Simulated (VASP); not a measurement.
The system is Sn.

```
Sn
1.0
    -2.94014    2.94014    1.59930
     2.94014   -2.94014    1.59930
     2.94014    2.94014   -1.59930
Sn
2
Direct
  0.00000 0.00000 0.00000
  0.75000 0.25000 0.50000
```

| Property | Result |
| --- | --- |
| Program | VASP 6.6.1 |
| Task | relaxation of cell and atoms |
| Functional | RPBE |
| Potentials or basis | VASP PAW PBE potentials, release 64 (Sn_d) |
| Cutoff | 600 eV |
| k mesh | 9 × 9 × 9 |
| Occupations | fermi-dirac, width 0.02 eV |
| Spin | no spin polarisation |

At the start: pressure 2.9 GPa; volume 27.65 Å³/atom.

How do energy, volume and symmetry change on relaxing?

Over 3 steps the energy falls by 14.0 meV/atom and the volume is 29.28 Å³/atom (+5.9 %); space group I4_1/amd (No. 141, to 0.05 Å).

Step by step:
```tsv
step	energy change (eV)	largest force (eV/Å)	pressure (GPa)	volume (Å³)
1	0.0000	0.0000	2.86	55.30
2	-0.0266	0.0000	-0.57	59.34
3	-0.0280	0.0000	0.00	58.57
```

Final structure:
```
CELL_PARAMETERS angstrom
-2.99871 2.99871 1.62828
2.99871 -2.99871 1.62828
2.99871 2.99871 -1.62828
ATOMIC_POSITIONS crystal
Sn 0.00000 0.00000 0.00000
Sn 0.75000 0.25000 0.50000
```

Caveat: the PAW data sets were made with another functional, which shifts forces and pressure a little.
